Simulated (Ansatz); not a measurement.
## Al under changes of volume

One of the cells (16.669 Å³/atom); the others are scaled copies at fixed shape and fractional positions:

```
Al
1.0
     2.81246    0.00000    0.00000
    -1.40623    2.43566    0.00000
     0.00000    0.00000    4.86685
Al
2
Cartesian
  0.0000 1.6238 1.2167
  1.4062 0.8119 3.6501
```

This isn't the form of Al at room conditions, which is fcc.

```yaml
Program: Ansatz 0.2.0
Functional: LDA
Potentials_or_basis: all-electron LAPW, scalar-relativistic
Cutoff: 139 eV (chosen from the basis error)
Basis_error_allowed: 0.001 eV/atom
k_mesh: 11 × 11 × 6
Occupations: fermi-dirac, width 0.05 eV
Spin: no spin polarisation
```

```tsv
volume (Å³/atom)	energy over the lowest point (meV/atom)	pressure (GPa)
15.669	1.86	1.8
16.003	0.00	0.0
16.336	1.68	-1.6
16.669	6.53	-3.0
17.003	14.21	-4.3
17.336	?	?
17.670	36.81	-6.4
```

Task: What does the run at 17.336 Å³/atom give?

Result: Energy over the lowest point 24.40 meV/atom; pressure -5.4 GPa.

Worked out: A Birch-Murnaghan fit of order 3 (a polynomial in V^(-2/3)) to the other rows has its minimum at 16.00 Å³/atom with B0 = V·E''(V) = 82 GPa and B' = 4.6 at fixed shape and positions, which overstates the stiffness. It gives 24.37 meV/atom at 17.336 Å³/atom, against the run's 24.40, and -dE/dV = -5.4 GPa, against -5.4.

Energies are extrapolated to zero smearing.
